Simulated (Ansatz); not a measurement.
# Band table of Sn (omega type)

```
Sn
1.0
     4.45871    0.00000    0.00000
    -2.22936    3.86136    0.00000
     0.00000    0.00000    2.67259
Sn
3
Direct
  0.00000 0.00000 0.00000
  0.33333 0.66667 0.50000
  0.66667 0.33333 0.50000
```

The cell comes from a relaxation on PAW files under the same functional, begun from a prototype that needn't be the stable phase.

All numbers are PBE results (scalar-relativistic) from Ansatz 0.2.0, with a Γ-centred 7×7×9 k mesh, Fermi–Dirac smearing of 0.1 eV, no spin polarisation. Methods: LAPW: all electrons, basis error target 1 meV/atom.

This run: volume at 0.55 of the series' base cell.

Spin–orbit coupling is left out, which matters for the heavy atoms.

Path points, in fractions of the reciprocal vectors: Γ (0.000, 0.000, 0.000), M (0.500, 0.000, 0.000), K (0.333, 0.333, 0.000), A (0.000, 0.000, 0.500), L (0.500, 0.000, 0.500), H (0.333, 0.333, 0.500). Levels in eV from the Fermi level; bands 13 to 38, counted from the lowest band of the run. The gap is zero, the pressure 118.2 GPa.

```
# k(1/Å) point b13 b14 b15 b16 b17 b18 b19 b20 b21 b22 b23 b24 b25 b26 b27 b28 b29 b30 b31 b32 b33 b34 b35 b36 b37 b38
0.000 Γ -23.47 -22.98 -22.89 -22.85 -22.85 -22.55 -22.55 -22.52 -22.52 -22.48 -22.48 -22.42 -22.42 -22.00 -22.00 -16.89 -5.52 -5.29 -5.06 -5.06 -5.00 -5.00 4.25 9.43 11.98 12.84
0.203 - -23.45 -23.00 -22.97 -22.91 -22.83 -22.62 -22.61 -22.53 -22.52 -22.40 -22.36 -22.36 -22.35 -22.03 -22.01 -16.71 -7.83 -6.47 -6.34 -3.87 -3.29 -2.20 4.48 9.46 10.98 11.54
0.407 - -23.40 -23.12 -23.02 -23.02 -22.87 -22.65 -22.60 -22.53 -22.53 -22.30 -22.27 -22.25 -22.17 -22.13 -22.03 -16.17 -10.22 -7.56 -7.02 -2.05 -1.30 0.90 5.17 8.55 8.70 9.63
0.610 - -23.34 -23.24 -23.10 -23.07 -22.90 -22.68 -22.64 -22.48 -22.43 -22.27 -22.26 -22.19 -22.17 -22.07 -22.02 -15.26 -12.27 -8.25 -7.41 0.17 0.92 3.98 5.65 5.90 6.27 9.50
0.814 M -23.32 -23.26 -23.12 -23.10 -22.91 -22.69 -22.65 -22.41 -22.37 -22.36 -22.27 -22.14 -22.14 -22.11 -21.97 -13.96 -13.95 -8.49 -7.54 2.74 2.78 3.30 3.35 5.82 7.72 7.74
0.931 - -23.32 -23.26 -23.16 -23.08 -22.91 -22.71 -22.64 -22.42 -22.37 -22.35 -22.25 -22.14 -22.13 -22.11 -21.97 -13.90 -13.89 -9.50 -6.43 1.79 1.80 4.33 4.35 5.90 7.78 7.80
1.048 - -23.31 -23.26 -23.20 -23.06 -22.90 -22.76 -22.61 -22.44 -22.40 -22.31 -22.21 -22.14 -22.12 -22.10 -21.99 -13.72 -13.71 -10.75 -4.85 0.66 0.68 5.58 5.60 6.14 7.97 7.99
1.166 - -23.31 -23.26 -23.23 -23.05 -22.88 -22.81 -22.56 -22.47 -22.44 -22.26 -22.19 -22.13 -22.11 -22.10 -22.01 -13.41 -13.40 -11.92 -3.15 -0.40 -0.37 6.51 6.68 6.70 8.27 8.29
1.283 K -23.31 -23.25 -23.25 -23.05 -22.86 -22.86 -22.52 -22.48 -22.48 -22.21 -22.21 -22.12 -22.10 -22.10 -22.02 -12.97 -12.97 -12.97 -1.40 -1.33 -1.33 7.03 7.03 7.11 8.69 8.72
1.518 - -23.31 -23.25 -23.21 -23.03 -22.89 -22.78 -22.56 -22.54 -22.34 -22.34 -22.16 -22.15 -22.14 -22.07 -22.05 -14.71 -11.73 -11.73 -3.03 -2.95 2.47 4.53 4.63 6.89 8.51 9.91
1.753 - -23.38 -23.14 -23.12 -23.00 -22.86 -22.70 -22.57 -22.56 -22.49 -22.23 -22.23 -22.22 -22.16 -22.16 -22.04 -15.93 -9.99 -9.98 -4.25 -4.14 1.11 1.21 5.46 6.49 9.66 10.31
1.988 - -23.44 -23.00 -22.99 -22.93 -22.82 -22.64 -22.59 -22.54 -22.53 -22.36 -22.35 -22.34 -22.33 -22.05 -22.01 -16.65 -7.79 -7.76 -5.00 -4.88 -2.16 -2.10 4.56 9.47 10.36 11.93
2.223 Γ -23.47 -22.98 -22.89 -22.85 -22.85 -22.55 -22.55 -22.52 -22.52 -22.48 -22.48 -22.42 -22.42 -22.00 -22.00 -16.89 -5.52 -5.29 -5.06 -5.06 -5.00 -5.00 4.25 9.43 11.98 12.84
2.517 - -23.33 -22.84 -22.84 -22.84 -22.73 -22.71 -22.71 -22.66 -22.66 -22.38 -22.38 -22.34 -22.34 -22.04 -22.04 -16.52 -5.25 -5.02 -4.69 -4.69 -4.59 -4.59 1.18 11.17 11.17 11.23
2.811 - -23.00 -22.96 -22.96 -22.85 -22.85 -22.81 -22.81 -22.51 -22.41 -22.41 -22.34 -22.24 -22.24 -22.09 -22.09 -15.38 -4.46 -4.19 -3.69 -3.69 -3.41 -3.41 -3.11 7.39 7.48 7.48
3.104 - -23.15 -23.15 -23.01 -23.01 -22.79 -22.79 -22.68 -22.50 -22.50 -22.19 -22.19 -22.17 -22.09 -22.09 -21.93 -13.42 -7.20 -2.82 -2.75 -2.30 -2.30 -1.59 -1.59 3.27 3.93 4.13
3.398 A -23.23 -23.23 -23.08 -23.08 -22.78 -22.78 -22.55 -22.55 -22.55 -22.17 -22.17 -22.08 -22.08 -22.03 -21.76 -11.00 -10.31 -1.47 -1.45 -1.45 -1.09 0.12 0.12 0.61 1.74 1.91
3.602 - -23.21 -23.19 -23.13 -23.10 -22.75 -22.74 -22.61 -22.57 -22.47 -22.18 -22.17 -22.13 -22.09 -22.01 -21.77 -10.84 -10.12 -2.77 -2.11 -1.82 -1.44 -1.36 -0.06 2.21 2.39 2.55
3.805 - -23.18 -23.16 -23.15 -23.08 -22.76 -22.73 -22.67 -22.64 -22.35 -22.24 -22.17 -22.16 -22.11 -21.96 -21.79 -10.35 -9.55 -4.82 -3.92 -2.45 -2.12 -1.89 -0.41 3.76 3.94 3.98
4.008 - -23.20 -23.14 -23.09 -23.01 -22.84 -22.74 -22.72 -22.59 -22.42 -22.35 -22.15 -22.13 -22.02 -21.93 -21.82 -9.53 -8.64 -6.66 -5.71 -2.91 -2.55 -2.21 -0.68 5.42 5.64 5.66
4.212 L -23.21 -23.06 -23.05 -23.01 -22.95 -22.76 -22.66 -22.56 -22.45 -22.44 -22.14 -22.14 -21.93 -21.91 -21.86 -8.67 -7.87 -7.68 -6.97 -3.08 -2.70 -2.32 -0.78 6.41 6.58 6.75
4.329 - -23.21 -23.09 -23.03 -22.97 -22.94 -22.78 -22.63 -22.59 -22.50 -22.44 -22.16 -22.11 -21.93 -21.90 -21.87 -8.60 -7.82 -7.60 -6.92 -4.06 -3.32 -1.25 -0.09 6.02 6.21 6.45
4.447 - -23.20 -23.14 -22.99 -22.91 -22.91 -22.80 -22.65 -22.59 -22.57 -22.43 -22.21 -22.05 -21.93 -21.87 -21.87 -8.41 -7.68 -7.39 -6.78 -5.24 -4.35 0.16 1.14 5.21 5.40 5.81
4.564 - -23.20 -23.16 -22.92 -22.87 -22.86 -22.83 -22.73 -22.71 -22.51 -22.41 -22.30 -22.00 -21.93 -21.87 -21.85 -8.10 -7.44 -7.05 -6.57 -6.30 -5.35 1.50 2.44 4.44 4.48 5.08
4.682 H -23.19 -23.17 -22.84 -22.84 -22.84 -22.84 -22.78 -22.78 -22.46 -22.38 -22.38 -21.99 -21.93 -21.86 -21.86 -7.82 -7.09 -7.09 -6.58 -6.58 -5.97 2.18 3.58 3.58 4.39 4.39
4.916 - -23.21 -23.15 -23.00 -22.88 -22.85 -22.84 -22.68 -22.61 -22.59 -22.30 -22.28 -22.03 -21.95 -21.93 -21.82 -9.02 -8.08 -6.22 -6.08 -5.32 -5.11 1.06 1.96 3.25 3.85 6.61
5.151 - -23.22 -23.16 -23.10 -23.02 -22.80 -22.78 -22.64 -22.63 -22.38 -22.22 -22.21 -22.15 -22.08 -21.95 -21.79 -10.12 -9.30 -4.62 -4.54 -3.76 -3.68 -0.20 0.76 2.46 3.20 5.98
5.386 - -23.21 -23.17 -23.15 -23.10 -22.77 -22.72 -22.63 -22.58 -22.44 -22.18 -22.17 -22.15 -22.09 -22.00 -21.77 -10.78 -10.06 -2.80 -2.60 -2.18 -1.83 -1.01 0.12 2.00 2.30 3.49
5.621 A -23.23 -23.23 -23.08 -23.08 -22.78 -22.78 -22.55 -22.55 -22.55 -22.17 -22.17 -22.08 -22.08 -22.03 -21.76 -11.00 -10.31 -1.47 -1.45 -1.45 -1.09 0.12 0.12 0.61 1.74 1.91
```
